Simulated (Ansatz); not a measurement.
A nudged elastic band was laid between two geometries of a periodic cell of 17 atoms, Si (host Si, host structure diamond, interstitial Si).

Computed with DFT PBE-D3(BJ), scalar-relativistic, plane waves, PAW in Ansatz 0.2.0. Settings: PAW set soft_1, cutoff 420 eV, k mesh 2x2x2, fermi-dirac smearing 0.05 eV, no spin polarisation.

| Item | Value |
| --- | --- |
| movable images | 5 |
| climbing image | yes |
| spring | 5.0 eV/Å² |
| optimiser | quadratic models (default) |
| start path | straight line |
| force threshold | 0.03 eV/Å |
| iteration limit | 60 |
| end points | relaxed |

Image 0:

```xyz
17
Lattice="0.0000 5.4300 5.4300 5.4300 0.0000 5.4300 5.4300 5.4300 0.0000" Properties=species:S:1:pos:R:3
Si 0.032 0.006 -0.004
Si 1.353 1.365 1.359
Si 2.713 2.685 -0.004
Si 4.091 4.057 1.374
Si 2.716 0.004 2.679
Si 4.097 1.388 4.044
Si 5.425 2.724 2.708
Si 6.763 4.052 4.045
Si 0.001 2.716 2.714
Si 1.353 4.072 4.065
Si 2.713 5.435 2.746
Si 4.076 6.795 4.067
Si 2.716 2.754 5.428
Si 4.079 4.070 6.792
Si 5.397 5.433 5.429
Si 6.762 6.818 6.810
Si 8.140 5.440 5.423
```

Image 6:

Only the atoms that move by more than 0.05 Å are listed.
```
Si17 6.783 4.068 6.784
```

(1) Which bonds break or form, and what moves?

(2) What energy profile does the band end with?

(3) What is the geometry of the highest image?

The band took 14 iterations and about 11 core-minutes.

## Answers

(1) Contacts lost: Si6–Si17. Contacts made: Si9–Si17. The atom that moves furthest is Si17, by 2.36 Å.

(2) The forces met the threshold. The highest image is number 4 of 0 to 6, 0.31 eV above the ends, which have the same energy within 2 meV. By the program's own check the climbing image is a first-order saddle point (lowest curvatures found: -0.17 and 0.70 eV/Å²). Limits of this set-up: coarse k mesh.

| image | path coordinate (Å) | energy (eV) | Si6–Si17 (Å) | Si9–Si17 (Å) |
| --- | --- | --- | --- | --- |
| 0 | 0.00 | 0.00 | 2.39 | 4.69 |
| 1 | 0.41 | 0.06 | 2.43 | 4.37 |
| 2 | 0.82 | 0.22 | 2.51 | 4.01 |
| 3 | 1.22 | 0.28 | 2.75 | 3.60 |
| 4 | 1.63 | 0.31 | 3.18 | 3.18 |
| 5 | 2.37 | 0.19 | 4.03 | 2.54 |
| 6 | 3.12 | 0.00 | 4.69 | 2.39 |

(3) 
```xyz
17
Lattice="0.0000 5.4300 5.4300 5.4300 0.0000 5.4300 5.4300 5.4300 0.0000" Properties=species:S:1:pos:R:3
Si 0.003 -0.072 0.071
Si 1.403 1.328 1.310
Si 2.787 2.600 -0.074
Si 4.162 3.974 1.455
Si 2.641 -0.072 2.710
Si 3.858 1.145 4.285
Si 5.224 2.511 2.919
Si 6.687 3.974 3.981
Si 0.186 2.903 2.527
Si 1.403 4.120 4.102
Si 2.787 5.503 2.830
Si 4.250 6.967 3.893
Si 2.641 2.720 5.501
Si 4.041 4.120 6.740
Si 5.313 5.503 5.356
Si 6.687 6.879 6.885
Si 7.455 4.742 6.118
```

Run time: 11 min on 1 thread of Arm Neoverse V2, with other jobs on the host, peak memory 0.81 GiB.
